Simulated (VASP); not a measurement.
# GaP (F-43m) in VASP: further runs

The runs below take GaP through band structure, with PBE0, r2SCAN0, r2SCAN50, B3LYP.

Program: VASP 6.6.1. These are calculated values, not measurements. Logs are shortened: lines on timing, memory, paths and dates and some standing lists are left out, and cuts for length are marked.

**What was measured.**

From “Stacking defects in GaP nanowires: Electronic structure and optical properties”, 2018, arxiv:1810.01194, for a bulk crystal of GaP at 10 K: band gap 2.34 eV (indirect).

The runs below are set against these values where they give the same quantity.

### Step 1. Starting point

It takes space group F-43m (No. 216, cubic). The conventional cell has a = 5.451 Å, b = 5.451 Å, c = 5.451 Å, α = 90.00°, β = 90.00°, γ = 90.00°. Ga (site symmetry -43m) has 4 P at 2.36 Å as nearest neighbours. P (site symmetry -43m) has 4 Ga at 2.36 Å as nearest neighbours.

### Step 2. Band structure, PBE0

File POSCAR:

```
GaP
1.0
    0.0000000000      2.7252500000      2.7252500000
    2.7252500000      0.0000000000      2.7252500000
    2.7252500000      2.7252500000      0.0000000000
Ga P
1 1
Direct
    0.0000000000      0.0000000000      0.0000000000
    0.7500000000      0.7500000000      0.7500000000
```

File INCAR.step1:

```
SYSTEM = GaP
PREC = Accurate
ENCUT = 520
EDIFF = 1E-5
ISMEAR = 0
SIGMA = 0.02
LREAL = .False.
LASPH = .True.
NELM = 100
ALGO = Normal
ISIF = 2
LWAVE = .True.
LCHARG = .False.
GGA = PE
KPAR = 4
```

File INCAR.step2:

```
SYSTEM = GaP
PREC = Accurate
ENCUT = 520
EDIFF = 1E-6
ISMEAR = 0
SIGMA = 0.02
LREAL = .False.
LASPH = .True.
NELM = 100
ALGO = Normal
ISIF = 2
LWAVE = .False.
LCHARG = .False.
GGA = PE
LHFCALC = .True.
AEXX = 0.25
PRECFOCK = Fast
HFRCUT = -1
ISTART = 1
KPAR = 4
```

File KPOINTS:

```
regular mesh
0
Gamma
  6 6 6
  0 0 0
```

File KPOINTS_OPT:

```
path GXWKGLUWLK,UX
8
line-mode
reciprocal
 0.0000000000  0.0000000000  0.0000000000  G
 0.5000000000  0.0000000000  0.5000000000  X

 0.5000000000  0.0000000000  0.5000000000  X
 0.5000000000  0.2500000000  0.7500000000  W

 0.5000000000  0.2500000000  0.7500000000  W
 0.3750000000  0.3750000000  0.7500000000  K

 0.3750000000  0.3750000000  0.7500000000  K
 0.0000000000  0.0000000000  0.0000000000  G

 0.0000000000  0.0000000000  0.0000000000  G
 0.5000000000  0.5000000000  0.5000000000  L

 0.5000000000  0.5000000000  0.5000000000  L
 0.6250000000  0.2500000000  0.6250000000  U

 0.6250000000  0.2500000000  0.6250000000  U
 0.5000000000  0.2500000000  0.7500000000  W

 0.5000000000  0.2500000000  0.7500000000  W
 0.5000000000  0.5000000000  0.5000000000  L

 0.5000000000  0.5000000000  0.5000000000  L
 0.3750000000  0.3750000000  0.7500000000  K

 0.6250000000  0.2500000000  0.6250000000  U
 0.5000000000  0.0000000000  0.5000000000  X
```

Potentials or basis: VASP PAW PBE potentials, release 64 (Ga_d, P).

Started as:

```console
$ cat potpaw_PBE.64/Ga_d/POTCAR potpaw_PBE.64/P/POTCAR > POTCAR
$ cp INCAR.step1 INCAR
$ mpirun -np 4 vasp_std > vasp.out
$ cp INCAR.step2 INCAR
$ mpirun -np 4 vasp_std > vasp.out
```

OUTCAR:

```text
SYSTEM = GaP
   PREC = Accurate
   ENCUT = 520
   EDIFF = 1E-6
   ISMEAR = 0
   LREAL = .False.
   LASPH = .True.
   NELM = 100
   ISIF = 2
   GGA = PE
   LHFCALC = .True.
   AEXX = 0.25
   PRECFOCK = Fast
   ISTART = 1

 ion  position               nearest neighbor table
   1  0.000  0.000  0.000-   2 2.36   2 2.36   2 2.36   2 2.36
   2  0.750  0.750  0.750-   1 2.36   1 2.36   1 2.36   1 2.36

  LATTYP: Found a face centered cubic cell.
 ALAT       =     5.4505000000

  Lattice vectors:

 A1 = (   0.0000000000,   2.7252500000,   2.7252500000)
 A2 = (   2.7252500000,   0.0000000000,   2.7252500000)
 A3 = (   2.7252500000,   2.7252500000,   0.0000000000)

Analysis of symmetry for initial positions (statically):
=====================================================================
 Subroutine PRICEL returns:
 Original cell was already a primitive cell.

 Routine SETGRP: Setting up the symmetry group for a
 face centered cubic supercell.

 Subroutine GETGRP returns: Found 24 space group operations
 (whereof 24 operations were pure point group operations)
 out of a pool of 48 trial point group operations.

The static configuration has the point symmetry T_d .

Analysis of symmetry for dynamics (positions and initial velocities):
=====================================================================
 Subroutine PRICEL returns:
 Original cell was already a primitive cell.

 Routine SETGRP: Setting up the symmetry group for a
 face centered cubic supercell.

 Subroutine GETGRP returns: Found 24 space group operations
 (whereof 24 operations were pure point group operations)
 out of a pool of 48 trial point group operations.

The dynamic configuration has the point symmetry T_d .

 Subroutine INISYM returns: Found 24 space group operations
 (whereof 24 operations are pure point group operations),
 and found     1 'primitive' translations

----------------------------------------------------------------------------------------

                                     Primitive cell

  volume of cell :      40.4808

  direct lattice vectors                    reciprocal lattice vectors
     0.000000000  2.725250000  2.725250000    -0.183469406  0.183469406  0.183469406
     2.725250000  0.000000000  2.725250000     0.183469406 -0.183469406  0.183469406
     2.725250000  2.725250000  0.000000000     0.183469406  0.183469406 -0.183469406

  length of vectors
     3.854085511  3.854085511  3.854085511     0.317778334  0.317778334  0.317778334

  position of ions in fractional coordinates (direct lattice)
[... 91 lines left out ...]
  volume/ion in A,a.u.               =      20.24       136.59
  Fermi-wavevector in a.u.,A,eV,Ry     =   1.249538  2.361284 21.243377  1.561344
  Thomas-Fermi vector in A             =   2.383574
   LORBIT       =      0    0 simple, 1 ext, 2 COOP (PROOUT), +10 PAW based schemes
   GGA     = PE    functional components
   LHFCALC =     T    Hartree Fock is set to
   PRECFOCK=fast      Normal, Fast or Accurate (Low or Medium for compatibility)
   ENCUT4O =  -1.0   cutoff for four orbital integrals eV
   NKREDX  =     1    reduce k-point grid by
   NKREDY  =     1    reduce k-point grid by
   NKREDZ  =     1    reduce k-point grid by
   AEXX    =    0.2500 exact exchange contribution
   HFSCREEN=    0.0000 screening length (either q_TF or 0.3 A-1)
   HFSCREENC=   0.0000 screening length for correlation (either q_TF or 0.3 A-1)
   ENCUTFOCK=  -1.0 apply spherical cutoff to Coloumb kernel
   IVDW    =     0    specifies the selected vdW correction
   LEPSILON=     F    determine dielectric tensor
   LRPA    =     F    only Hartree local field effects (RPA)
 non-spin polarized calculation
 Gauss-broadening in eV      SIGMA  =   0.02
  energy-cutoff  :      520.00
  volume of cell :       40.48
 maximum number of plane-waves:      1113
 NGX is ok and might be reduce to    30
  NGX = 16; NGY = 16; NGZ = 16

 number of electron      17.9999988 magnetization

 Free energy of the ion-electron system (eV)
  ---------------------------------------------------
  ext. energy  EPLUGINS =         0.00000000
  ---------------------------------------------------
  free energy    TOTEN  =       -11.66997381 eV

  energy without entropy =      -11.66997381  energy(sigma->0) =      -11.66997381

 E-fermi :   4.0052     XC(G=0):  -7.7700

 val. band max:        3.8745002550   @ k =   0.0000   0.0000   0.0000
 cond. band min:       6.8369942854   @ k =   0.5000   0.5000   0.0000
 fundamental gap:      2.9624940304
 Fermi energy:         4.0051986940

 k-point     1 :       0.0000    0.0000    0.0000
  band No.  band energies     occupation
      1     -13.2504      2.00000
      2     -13.2504      2.00000
      3     -13.2504      2.00000
      4     -13.1492      2.00000
      5     -13.1492      2.00000
      6     -10.0064      2.00000
      7       3.8745      2.00000
      8       3.8745      2.00000
      9       3.8745      2.00000
     10       7.3256      0.00000
     11       9.3365      0.00000
     12       9.3365      0.00000
     13       9.3365      0.00000
[... 226 lines left out ...]
  band No.  band energies     occupation
      1     -13.3302      2.00000
      2     -13.2086      2.00000
      3     -13.1938      2.00000
      4     -13.1689      2.00000
      5     -13.1379      2.00000
      6      -6.7203      2.00000
      7      -3.3681      2.00000
      8       0.1429      2.00000
      9       0.2914      2.00000
     10       8.7956      0.00000
     11       9.1188      0.00000
     12      13.2877      0.00000
     13      13.3012      0.00000

------------------------ aborting loop because EDIFF is reached ----------------------------------------

  FORCE on cell =-STRESS in cart. coord.  units (eV):
  Direction    XX          YY          ZZ          XY          YZ          ZX
  --------------------------------------------------------------------------------------
  -------------------------------------------------------------------------------------
  Total        0.0841525      0.0841525      0.0841525      0.0000000     -0.0000000      0.0000000
  in kB        3.3306484      3.3306484      3.3306484      0.0000000     -0.0000000      0.0000000
  external PRESSURE =       3.3306484 kB  Pullay stress =       0.0000000 kB

 VOLUME and BASIS-vectors are now :
 -----------------------------------------------------------------------------
  energy-cutoff  :      520.00
  volume of cell :       40.48
      direct lattice vectors                 reciprocal lattice vectors
     0.000000000  2.725250000  2.725250000    -0.183469406  0.183469406  0.183469406
     2.725250000  0.000000000  2.725250000     0.183469406 -0.183469406  0.183469406
     2.725250000  2.725250000  0.000000000     0.183469406  0.183469406 -0.183469406

 POSITION                                       TOTAL-FORCE (eV/Angst)
 -----------------------------------------------------------------------------------
      0.00000      0.00000      0.00000        -0.000000     -0.000000     -0.000000
      4.08788      4.08788      4.08788         0.000000      0.000000      0.000000
 -----------------------------------------------------------------------------------
    total drift:                               -0.000013     -0.000012     -0.000009

  FREE ENERGIE OF THE ION-ELECTRON SYSTEM (eV)
  ---------------------------------------------------
  free  energy   TOTEN  =       -11.6699738067 eV

  energy  without entropy=      -11.6699738067  energy(sigma->0) =      -11.66997381
```

It took 8.4 min on 4 MPI ranks of Intel Xeon Platinum 8488C (Sapphire Rapids), shared host; peak memory 0.23 GiB.

What came out:

```
Free energy             : -11.6700 eV
Pressure                : 0.3 GPa
Band gap on the k mesh  : 2.96 eV, indirect (least direct gap 3.45 eV)
Band gap along the path : 2.93 eV, indirect (least direct gap 3.45 eV)
```

Levels at the corners of the path, in eV from the valence-band top:
| point | band 5 | band 6 | band 7 | band 8 | band 9 | band 10 | band 11 | band 12 | band 13 |
| --- | --- | --- | --- | --- | --- | --- | --- | --- | --- |
| Γ | -17.02 | -13.88 | 0.00 | 0.00 | 0.00 | 3.45 | 5.46 | 5.46 | 5.46 |
| X | -17.01 | -10.66 | -7.42 | -2.97 | -2.97 | 2.96 | 3.24 | 12.80 | 12.99 |
| X | -17.01 | -10.66 | -7.42 | -2.97 | -2.97 | 2.96 | 3.24 | 12.80 | 13.17 |
| W | -17.02 | -10.57 | -7.17 | -3.97 | -3.76 | 6.22 | 6.70 | 7.76 | 7.87 |
| W | -17.02 | -10.57 | -7.17 | -3.97 | -3.76 | 6.22 | 6.70 | 7.76 | 7.87 |
| K | -17.01 | -10.71 | -7.18 | -4.36 | -2.49 | 3.59 | 6.46 | 10.16 | 10.20 |
| K | -17.01 | -10.71 | -7.18 | -4.36 | -2.49 | 3.59 | 6.46 | 10.17 | 10.22 |
| Γ | -17.02 | -13.88 | 0.00 | 0.00 | 0.00 | 3.45 | 5.46 | 5.46 | 5.46 |
| Γ | -17.02 | -13.88 | 0.00 | 0.00 | 0.00 | 3.45 | 5.46 | 5.46 | 5.46 |
| L | -17.02 | -11.64 | -7.33 | -1.23 | -1.23 | 3.17 | 6.32 | 6.32 | 9.96 |
| L | -17.02 | -11.64 | -7.33 | -1.23 | -1.23 | 3.17 | 6.32 | 6.32 | 9.96 |
| U | -17.01 | -10.71 | -7.18 | -4.36 | -2.49 | 3.59 | 6.46 | 10.16 | 10.20 |
| U | -17.01 | -10.71 | -7.18 | -4.36 | -2.49 | 3.59 | 6.46 | 10.16 | 10.20 |
| W | -17.02 | -10.57 | -7.17 | -3.97 | -3.76 | 6.22 | 6.70 | 7.76 | 7.87 |
| W | -17.02 | -10.57 | -7.17 | -3.97 | -3.76 | 6.22 | 6.70 | 7.76 | 7.87 |
| L | -17.02 | -11.64 | -7.33 | -1.23 | -1.23 | 3.17 | 6.32 | 6.32 | 9.96 |
| L | -17.02 | -11.64 | -7.33 | -1.23 | -1.23 | 3.17 | 6.32 | 6.32 | 9.96 |
| K | -17.01 | -10.71 | -7.18 | -4.36 | -2.49 | 3.59 | 6.46 | 10.16 | 10.20 |
| U | -17.01 | -10.71 | -7.18 | -4.36 | -2.49 | 3.59 | 6.46 | 10.16 | 10.20 |
| X | -17.01 | -10.66 | -7.42 | -2.97 | -2.97 | 2.96 | 3.24 | 12.80 | 12.90 |

Caveat: the PAW data sets were made with another functional, which shifts forces and pressure a little.

### Step 3. Band structure, PBE0

POSCAR is that of step 2.

File INCAR.step1:

```
ALGO = Normal ; EDIFF = 1E-5
ENCUT = 520 ; GGA = PE
ISIF = 2 ; ISMEAR = -1
LASPH = T ; LCHARG = F
LREAL = F ; LWAVE = T
NBANDS = 16 ; NELM = 60
PREC = Accurate ; SIGMA = 0.05
```

File INCAR.step2:

```
AEXX = 0.25 ; ALGO = Normal
EDIFF = 1E-7 ; ENCUT = 520
GGA = PE ; ISIF = 2
ISMEAR = -1 ; ISTART = 1
LASPH = T ; LCHARG = F
LHFCALC = T ; LREAL = F
LWAVE = F ; NBANDS = 16
NELM = 60 ; PREC = Accurate
PRECFOCK = Fast ; SIGMA = 0.05
```

File KPOINTS:

```
k-points
0
Gamma
  4 4 4
```

KPOINTS_OPT is that of step 2.

Potentials or basis: VASP PAW PBE potentials, release 64 (Ga_d, P).

Started as:

```console
$ cat potpaw_PBE.64/Ga_d/POTCAR potpaw_PBE.64/P/POTCAR > POTCAR
$ cp INCAR.step1 INCAR
$ mpirun -np 1 vasp_std > vasp.out
$ cp INCAR.step2 INCAR
$ mpirun -np 1 vasp_std > vasp.out
```

It took 9.3 min on 1 thread of Intel Xeon Platinum 8488C (Sapphire Rapids), shared host; peak memory 0.19 GiB.

The run converged. Its results:

- Free energy: -11.6077 eV
- Pressure: 0.6 GPa
- Band gap on the k mesh: 3.04 eV, indirect (least direct gap 3.58 eV)

Levels at the corners of the path, in eV from the valence-band top:
```
point  band 5  band 6  band 7  band 8  band 9  band 10  band 11  band 12  band 13  band 14
    Γ  -17.19  -14.01   -0.20   -0.20   -0.20     3.38     5.33     5.33     5.33    10.41
    X  -17.17  -10.79   -7.57   -3.14   -3.14     2.84     3.13    12.66    12.66    13.17
    X  -17.17  -10.79   -7.57   -3.14   -3.14     2.84     3.13    12.66    12.66    13.17
    W  -17.19  -10.70   -7.32   -4.11   -3.90     6.07     6.56     7.61     7.72    13.60
    W  -17.19  -10.70   -7.32   -4.11   -3.90     6.07     6.56     7.61     7.72    13.60
    K  -16.81  -10.46   -6.96   -4.12   -2.29     3.47     6.31    10.02    10.05    11.11
    K  -16.81  -10.46   -6.96   -4.12   -2.29     3.47     6.31    10.02    10.05    11.11
    Γ  -17.19  -14.01   -0.20   -0.20   -0.20     3.38     5.33     5.33     5.33    10.41
    Γ  -17.19  -14.01   -0.20   -0.20   -0.20     3.38     5.33     5.33     5.33    10.41
    L  -17.19  -11.78   -7.47   -1.42   -1.42     3.08     6.19     6.19     9.82    12.74
    L  -17.19  -11.78   -7.47   -1.42   -1.42     3.08     6.19     6.19     9.82    12.74
    U  -16.81  -10.46   -6.96   -4.12   -2.29     3.47     6.31    10.02    10.05    11.11
    U  -16.81  -10.46   -6.96   -4.12   -2.29     3.47     6.31    10.02    10.05    11.11
    W  -17.19  -10.70   -7.32   -4.11   -3.90     6.07     6.56     7.61     7.72    13.60
    W  -17.19  -10.70   -7.32   -4.11   -3.90     6.07     6.56     7.61     7.72    13.60
    L  -17.19  -11.78   -7.47   -1.42   -1.42     3.08     6.19     6.19     9.82    12.74
    L  -17.19  -11.78   -7.47   -1.42   -1.42     3.08     6.19     6.19     9.82    12.74
    K  -16.81  -10.46   -6.96   -4.12   -2.29     3.47     6.31    10.02    10.05    11.11
    U  -16.81  -10.46   -6.96   -4.12   -2.29     3.47     6.31    10.02    10.05    11.11
    X  -17.17  -10.79   -7.57   -3.14   -3.14     2.84     3.13    12.66    12.66    13.17
```

Caveat: the k mesh is coarse (spacing up to 0.50 Å⁻¹), so the values aren't converged, least of all with exact exchange; an unscreened hybrid on a path of extra k points without a Coulomb cutoff has errors near the mesh points, so the bands along the path aren't reliable; the PAW data sets were made with another functional, which shifts forces and pressure a little. A k mesh can miss the band edges.

### Step 4. Band structure, r2SCAN0

POSCAR is that of step 3.

File INCAR.step1:

```
SYSTEM = GaP
PREC     = Accurate       ! precision mode
ENCUT    = 520            ! plane-wave cutoff, eV
EDIFF    = 1E-5           ! SCF threshold, eV
ISMEAR   = -1             ! smearing method
SIGMA    = 0.05           ! smearing width, eV
LREAL    = .FALSE.        ! projectors in reciprocal space
LASPH    = .TRUE.         ! aspherical terms in the spheres
NELM     = 60             ! most SCF steps
ALGO     = Normal         ! electronic algorithm
ISIF     = 2              ! what is computed and relaxed
LWAVE    = .TRUE.         ! write WAVECAR
LCHARG   = .FALSE.        ! write CHGCAR
NBANDS   = 16             ! bands
GGA      = PE             ! functional
```

File INCAR.step2:

```
SYSTEM = GaP
PREC     = Accurate       ! precision mode
ENCUT    = 520            ! plane-wave cutoff, eV
EDIFF    = 1E-6           ! SCF threshold, eV
ISMEAR   = -1             ! smearing method
SIGMA    = 0.05           ! smearing width, eV
LREAL    = .FALSE.        ! projectors in reciprocal space
LASPH    = .TRUE.         ! aspherical terms in the spheres
NELM     = 60             ! most SCF steps
ALGO     = Normal         ! electronic algorithm
ISIF     = 2              ! what is computed and relaxed
LWAVE    = .FALSE.        ! write WAVECAR
LCHARG   = .FALSE.        ! write CHGCAR
METAGGA  = R2SCAN         ! meta-GGA
LHFCALC  = .TRUE.         ! exact exchange
AEXX     = 0.25           ! exact-exchange fraction
LMIXTAU  = .TRUE.       
PRECFOCK = Fast         
NBANDS   = 16             ! bands
ISTART   = 1
```

File KPOINTS:

```
regular mesh
0
G
  4 4 4
  0 0 0
```

Edit KPOINTS_OPT of step 3 so:

```diff
@@ -1,3 +1,3 @@
 path GXWKGLUWLK,UX
-8
+10
 line-mode
```

Started as:

```console
$ cat potpaw_PBE.64/Ga_d/POTCAR potpaw_PBE.64/P/POTCAR > POTCAR
$ cp INCAR.step1 INCAR
$ mpirun -np 1 vasp_std > vasp.out
$ cp INCAR.step2 INCAR
$ mpirun -np 1 vasp_std > vasp.out
```

It took 18 min on 1 thread of Intel Xeon Platinum 8488C (Sapphire Rapids), shared host; peak memory 0.2 GiB.

It converged, with:

- Free energy: -20.9980 eV
- Pressure: -0.7 GPa
- Band gap on the k mesh: 3.18 eV, indirect (least direct gap 3.85 eV)

Levels at the corners of the path, in eV from the valence-band top:
```csv
point,band 6,band 7,band 8,band 9,band 10,band 11,band 12,band 13
Γ,-14.40,-0.26,-0.26,-0.26,3.59,5.44,5.44,5.44
X,-11.10,-7.77,-3.28,-3.28,2.92,3.21,13.03,13.03
X,-11.10,-7.77,-3.28,-3.28,2.92,3.21,13.03,13.03
W,-11.01,-7.51,-4.26,-4.05,6.20,6.74,7.79,7.92
W,-11.01,-7.51,-4.26,-4.05,6.20,6.74,7.79,7.92
K,-10.78,-7.15,-4.28,-2.41,3.56,6.47,10.29,10.30
K,-10.78,-7.15,-4.28,-2.41,3.56,6.47,10.29,10.30
Γ,-14.40,-0.26,-0.26,-0.26,3.59,5.44,5.44,5.44
Γ,-14.40,-0.26,-0.26,-0.26,3.59,5.44,5.44,5.44
L,-12.11,-7.68,-1.51,-1.51,3.21,6.31,6.31,10.07
L,-12.11,-7.68,-1.51,-1.51,3.21,6.31,6.31,10.07
U,-10.78,-7.15,-4.28,-2.41,3.56,6.47,10.29,10.30
U,-10.78,-7.15,-4.28,-2.41,3.56,6.47,10.29,10.30
W,-11.01,-7.51,-4.26,-4.05,6.20,6.74,7.79,7.92
W,-11.01,-7.51,-4.26,-4.05,6.20,6.74,7.79,7.92
L,-12.11,-7.68,-1.51,-1.51,3.21,6.31,6.31,10.07
L,-12.11,-7.68,-1.51,-1.51,3.21,6.31,6.31,10.07
K,-10.78,-7.15,-4.28,-2.41,3.56,6.47,10.29,10.30
U,-10.78,-7.15,-4.28,-2.41,3.56,6.47,10.29,10.30
X,-11.10,-7.77,-3.28,-3.28,2.92,3.21,13.03,13.03
```

Caveat: the k mesh is coarse (spacing up to 0.50 Å⁻¹), so the values aren't converged, least of all with exact exchange; an unscreened hybrid on a path of extra k points without a Coulomb cutoff has errors near the mesh points, so the bands along the path aren't reliable; the PAW data sets were made with another functional, which shifts forces and pressure a little. A k mesh can miss the band edges.

(Continued in part 2 of 2.)
